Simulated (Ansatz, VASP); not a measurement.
**CdF2: VASP beside Ansatz**

```
Cd F
1.0
     0.00000    2.69212    2.69212
     2.69212    0.00000    2.69212
     2.69212    2.69212    0.00000
Cd F
1 2
Direct
  0.00000 0.00000 0.00000
  0.25000 0.25000 0.25000
  0.75000 0.75000 0.75000
```

Alike in both runs: functional PBEsol; k mesh 8 × 8 × 8; occupations gaussian, width 0.02 eV; no spin polarisation.

Ansatz relaxed the structure, and its values are those at the end. VASP's run is a single point on that final structure, the one shown.

|  | VASP | Ansatz |
| --- | --- | --- |
| version | VASP 6.6.1 | Ansatz 0.2.0 |
| potentials or method | VASP PAW PBE potentials, release 64 (Cd, F) | scalar-relativistic, plane waves, PAW |
| plane-wave cutoff (eV) | 520 | 420 |
| valence electrons in the cell | 26 | 34 |

|  | VASP | Ansatz | Ansatz less VASP |
| --- | --- | --- | --- |
| gap on the k mesh at the Fermi level (eV) | 2.91 | 2.94 | +0.032 |
| least direct gap on the mesh (eV) | 3.40 | 3.43 | +0.031 |
| pressure (GPa) | 0.8 | 0.0 | -0.79 |

The functional is the same, so the differences come from potentials, cutoffs and numerics. The two sets of potentials don't hold the same shells in valence.

Caveats: the PAW data sets were made with another functional, which shifts forces and pressure a little (VASP). As with any semilocal functional, this PBEsol gap is likely too small. A k mesh can miss the band edges.
